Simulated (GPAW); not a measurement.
**How TePb absorbs and reflects light**

Aim: the dielectric function of TePb, and the optical constants that follow from it.

Program: GPAW 26.7.0. Level of theory: DFT, PBE, plane-wave PAW (GPAW data sets), scalar-relativistic, RPA, optical limit. Results are calculated unless marked as measured.

## (1) Starting point

It takes space group Fm-3m (No. 225, cubic). The conventional cell has a = 6.462 Å, b = 6.462 Å, c = 6.462 Å, α = 90.00°, β = 90.00°, γ = 90.00°. Nearest to Pb lie 6 Te at 3.23 Å. Nearest to Te lie 6 Pb at 3.23 Å. Farther neighbours and most contacts between anions are not listed.

Coordinates:

```xyz
2
Lattice="0.0000 3.2310 3.2310 3.2310 0.0000 3.2310 3.2310 3.2310 0.0000" Properties=species:S:1:pos:R:3 pbc="T T T"
Pb    0.0000    0.0000    0.0000
Te    3.2310    3.2310    3.2310
```

## (2) Dielectric function, RPA

Local fields let the induced charge screen the field inside the cell, which as a rule lowers ε, most along directions where the density is uneven.

File df.py:

```python
from gpaw.response.df import DielectricFunction

df = DielectricFunction('full.gpw', frequencies={'type': 'nonlinear', 'domega0': 0.03, 'omega2': 8},
                        ecut=50,
                        eta=0.15,
                        nbands=42,
                        txt='df.txt')
for direction in ['x', 'z']:
    df.get_dielectric_function(xc='RPA', direction=direction, filename=f'df_{direction}.csv')
```

Command:

```console
$ OMP_NUM_THREADS=1 python df.py
```

Numbers of over 12 decimals in the logs are rounded to 6 here.

Log:

```text
Using integrator: PointIntegrator
NonLinearFrequencyDescriptor(from 0.000 to 47.973 eV, 460 points)
Nonperiodic BCs:  [False False False]
Using integrator: PointIntegrator
NonLinearFrequencyDescriptor(from 0.000 to 47.973 eV, 460 points)
Nonperiodic BCs:  [False False False]

Calculating chi0 body with:
    Ground state adapter containing:
    Number of spins: 1
    Number of kpoints: 729
    Number of irreducible kpoints: 35
    Number of completely occupied states: 10
    Number of partially occupied states: 10

    Linear response parametrization:
    q_c: [0.0, 0.0, 0.0]
    Number of frequency points: 460
    Planewave cutoff: 50.0
    Number of bands: 42
    Number of planewaves: 59
    Broadening (eta): 0.15

Integrating chi0 body.

Symmetries of q_c:
    Direct symmetries (Uq -> q): 48
    Indirect symmetries (TUq -> q): 0
In total 48 allowed symmetries.

35 groups of equivalent kpoints. 95.198903% reduction.

Integral kind: spectral function

Calculating chi0 optical extensions with:
    Ground state adapter containing:
    Number of spins: 1
    Number of kpoints: 729
    Number of irreducible kpoints: 35
    Number of completely occupied states: 10
    Number of partially occupied states: 10

    Linear response parametrization:
    Number of frequency points: 460
    Planewave cutoff: 50.0
    Number of bands: 42
    Number of planewaves: 59
    Broadening (eta): 0.15
Integrating chi0 head and wings.

Symmetries of q_c:
    Direct symmetries (Uq -> q): 48
    Indirect symmetries (TUq -> q): 0
In total 48 allowed symmetries.

35 groups of equivalent kpoints. 95.198903% reduction.

Integral kind: spectral function wings
```

Elapsed: 8 s, on 1 thread of Arm Neoverse V2, shared host; peak memory 0.32 GiB.

Numbers from this step:

```
electronic dielectric constant ε∞, mean over x, y and z (by symmetry where fewer were run) : 26.96
main peak of Im epsilon, first axis                                                        : 1.909 eV
```

Values under the direct gap are tails of Lorentzian lines. Im ε, E ∥ x or z against photon energy; read off at these points:

| photon energy (eV) | Im ε, E ∥ x or z |
| --- | --- |
| 0.00 | 0 |
| 0.50 | 1.27 |
| 1.00 | 5.28 |
| 1.50 | 23.7 |
| 1.91 | 64.2 |
| 2.00 | 58.8 |
| 2.50 | 32.0 |
| 3.00 | 11.5 |
| 3.50 | 7.43 |
| 4.00 | 3.88 |
| 4.50 | 3.03 |
| 5.00 | 1.96 |
| 5.50 | 2.21 |
| 6.00 | 2.88 |
| 6.50 | 2.97 |
| 7.00 | 3.77 |
| 7.50 | 3.17 |
| 8.00 | 2.16 |
| 8.50 | 1.54 |
| 9.00 | 1.58 |
| 9.50 | 1.09 |
| 10.00 | 1.36 |
| 10.50 | 1.02 |
| 11.00 | 1.07 |
| 11.50 | 0.776 |
| 12.00 | 0.738 |
| 12.50 | 0.586 |
| 13.00 | 0.469 |
| 13.50 | 0.591 |

The Re ε, E ∥ x or z by photon energy:

photon energy (eV), Re ε, E ∥ x or z and a bar from the least value:
```
      0.0       27.0 #######################
      0.5       28.8 ########################
      1.0       35.9 ###########################
      1.5       42.1 ##############################
      2.0        3.6 ###########
      2.5      -20.3 
      3.0      -13.8 ###
      3.5       -9.4 #####
      4.0       -6.5 #######
      4.5       -4.6 ########
      5.0       -2.7 ########
      5.5       -1.1 #########
      6.0       -0.3 ##########
      6.5       -0.8 #########
      7.0       -0.8 #########
      7.5       -2.0 #########
      8.0       -1.5 #########
      8.5       -1.2 #########
      9.0       -1.1 #########
      9.5       -0.8 #########
     10.0       -0.8 #########
     10.5       -0.6 #########
     11.0       -0.7 #########
     11.5       -0.5 ##########
     12.0       -0.2 ##########
     12.5       -0.3 ##########
     13.0       -0.2 ##########
     13.5       -0.1 ##########
```

The refractive index n and extinction k by photon energy:

| photon energy (eV) | n | k |
| --- | --- | --- |
| 0.0 | 5.19 | 0 |
| 0.5 | 5.37 | 0.119 |
| 1.0 | 6.01 | 0.440 |
| 1.5 | 6.72 | 1.76 |
| 2.0 | 5.59 | 5.26 |
| 2.5 | 2.96 | 5.40 |
| 3.0 | 1.44 | 3.98 |
| 3.5 | 1.14 | 3.27 |
| 4.0 | 0.730 | 2.66 |
| 4.5 | 0.677 | 2.24 |
| 5.0 | 0.568 | 1.72 |
| 5.5 | 0.825 | 1.34 |
| 6.0 | 1.13 | 1.27 |
| 6.5 | 1.07 | 1.39 |
| 7.0 | 1.23 | 1.53 |
| 7.5 | 0.930 | 1.70 |
| 8.0 | 0.746 | 1.45 |
| 8.5 | 0.617 | 1.25 |
| 9.0 | 0.643 | 1.23 |
| 9.5 | 0.527 | 1.03 |
| 10.0 | 0.632 | 1.07 |
| 10.5 | 0.528 | 0.963 |
| 11.0 | 0.543 | 0.990 |
| 11.5 | 0.470 | 0.824 |
| 12.0 | 0.522 | 0.707 |
| 12.5 | 0.427 | 0.685 |
| 13.0 | 0.412 | 0.569 |
| 13.5 | 0.518 | 0.570 |

The reflectivity at normal incidence, E ∥ x or z by photon energy; read off at these points:

| photon energy (eV) | reflectivity at normal incidence, E ∥ x or z (%) |
| --- | --- |
| 0.000 | 45.8 |
| 0.250 | 46.1 |
| 0.500 | 47.1 |
| 0.750 | 48.8 |
| 1.000 | 51.3 |
| 1.250 | 55.5 |
| 1.500 | 57.1 |
| 1.750 | 63.1 |
| 2.000 | 68.6 |
| 2.250 | 68.9 |
| 2.500 | 73.6 |
| 2.750 | 76.2 |
| 3.000 | 73.5 |
| 3.250 | 70.1 |
| 3.500 | 70.2 |
| 3.750 | 72.1 |
| 4.000 | 70.9 |
| 4.250 | 66.5 |
| 4.500 | 65.5 |
| 4.750 | 64.5 |
| 5.000 | 58.2 |
| 5.250 | 42.5 |
| 5.500 | 35.7 |
| 5.750 | 27.5 |
| 6.000 | 26.6 |
| 6.250 | 31.8 |
| 6.500 | 31.0 |
| 6.750 | 29.1 |
| 7.000 | 32.9 |
| 7.250 | 39.0 |
| 7.500 | 43.8 |
| 7.750 | 46.9 |
| 8.000 | 42.0 |
| 8.250 | 45.3 |
| 8.500 | 40.8 |
| 8.750 | 35.8 |
| 9.000 | 38.8 |
| 9.250 | 40.7 |
| 9.350 | 42.0 |
| 9.500 | 38.0 |
| 9.750 | 28.3 |
| 10.000 | 33.8 |
| 10.250 | 34.1 |
| 10.448 | 36.0 |
| 10.500 | 35.2 |
| 10.750 | 28.6 |
| 11.000 | 35.4 |
| 11.177 | 38.7 |
| 11.250 | 38.4 |
| 11.500 | 33.8 |
| 11.750 | 31.0 |
| 12.000 | 25.9 |
| 12.250 | 27.9 |
| 12.500 | 31.8 |
| 12.750 | 27.1 |
| 13.000 | 28.9 |
| 13.250 | 18.6 |
| 13.500 | 21.2 |
| 13.750 | 27.0 |

The loss function −Im 1/ε at q → 0, E ∥ x or z has structure finer than the step of the table below, so its rows give means over 0.5 eV, whole bins alone (the curve runs from 0 to 14.0 eV). Peaks (eV: height): 13.08: 2.14.

Values under the direct gap are tails of Lorentzian lines. Loss function −Im 1/ε at q → 0, E ∥ x or z against energy loss; means over each step:

| energy loss (eV) | loss function −Im 1/ε at q → 0, E ∥ x or z |
| --- | --- |
| 0.5 | 0.00158 |
| 1.0 | 0.00432 |
| 1.5 | 0.0103 |
| 2.0 | 0.0169 |
| 2.5 | 0.0224 |
| 3.0 | 0.0360 |
| 3.5 | 0.0507 |
| 4.0 | 0.0692 |
| 4.5 | 0.0998 |
| 5.0 | 0.197 |
| 5.5 | 0.350 |
| 6.0 | 0.319 |
| 6.5 | 0.299 |
| 7.0 | 0.253 |
| 7.5 | 0.235 |
| 8.0 | 0.299 |
| 8.5 | 0.402 |
| 9.0 | 0.436 |
| 9.5 | 0.584 |
| 10.0 | 0.592 |
| 10.5 | 0.707 |
| 11.0 | 0.704 |
| 11.5 | 0.982 |
| 12.0 | 1.20 |
| 12.5 | 1.33 |
| 13.0 | 1.82 |
| 13.5 | 1.72 |

Optical constants at common wavelengths, from n + ik = √ε:

| wavelength (nm) | n | k | R (%) | 1/α |
| --- | --- | --- | --- | --- |
| 1550 | 5.69 | 0.276 | 49.2 | 447 nm |
| 800 | 6.92 | 1.951 | 58.4 | 33 nm |
| 532 | 4.03 | 5.484 | 70.9 | 7.7 nm |
| 365 | 1.21 | 3.426 | 70.9 | 8.5 nm |
| 308 | 0.74 | 2.607 | 70.0 | 9.4 nm |
| 248 | 0.57 | 1.726 | 58.2 | 11 nm |
| 193 | 1.08 | 1.442 | 32.6 | 11 nm |

Below the direct gap, k and the depth come from the tails of the Lorentzian lines, not from transitions.

## (3) Outcome

* electronic dielectric constant ε∞, mean over x, y and z (by symmetry where fewer were run) (RPA): 27.0
* main peak of Im epsilon, first axis: 1.91 eV

What this shows: At this level (PBE, RPA) TePb has ε∞ = 27.0 and n = 5.69 at 1550 nm, and Im ε peaks at 1.9 eV. Local fields change the static value along x from 29.17 to 26.96 (-8 %). Excitons and phonon-assisted transitions are missing; PBE gaps are as a rule too small, which pulls the onset down and ε∞ up, while the missing spin-orbit coupling works the other way with such heavy atoms. Spin-orbit coupling is left out although heavy atoms are present. The sum runs over mesh points, so small or evenly spaced maxima can still be ripples of the mesh.

[Machine, clock and banner lines and Python warnings are left out of the logs.]

[Logs are printed without paths, hosts, clocks, repeated set-up lines and the standing remarks that a program may print on its own settings, such as how far it seeks lower states.]

[Hosts, paths, dates, database ids (printed as entryN), source tags and the programs' standing remarks are cut or masked in the printed files.]
